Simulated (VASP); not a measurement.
**Al: equation of state with PBE**

Al:

```
Al
1.0
     2.81246    0.00000    0.00000
    -1.40623    2.43566    0.00000
     0.00000    0.00000    4.86685
Al
2
Cartesian
  0.0000 1.6238 1.2167
  1.4062 0.8119 3.6501
```

This isn't the form of Al at room conditions, which is fcc.

```yaml
Program: VASP 6.6.1
Task: equation of state
Functional: PBE
Potentials_or_basis: VASP PAW PBE potentials, release 64 (Al)
Cutoff: 520 eV
k_mesh: 11 × 11 × 6
Occupations: fermi-dirac, width 0.05 eV
Spin: no spin polarisation
Further_INCAR_settings: ALGO = Normal; EDIFF = 1e-07; NBANDS = 10
```

```yaml
Equilibrium_volume: 16.70 Å³/atom
Bulk_modulus_at_fixed_shape_and_positions: 76 GPa
Pressure_derivative_of_the_bulk_modulus: 4.4
```

Energy against volume, from the lowest point:
```csv
volume (Å³/atom),energy (meV/atom)
15.669,16.83
16.003,7.41
16.336,1.93
16.669,0.00
17.003,1.25
17.336,5.36
17.670,12.02
```

All runs of the series together: 89 s on 1 thread of Intel(R) Xeon(R) Platinum 8488C (Sapphire Rapids) (shared host).

Caveat: the cell was scaled at fixed shape and fractional positions, which overstates the stiffness of a crystal with free parameters, most of all of layers and chains.
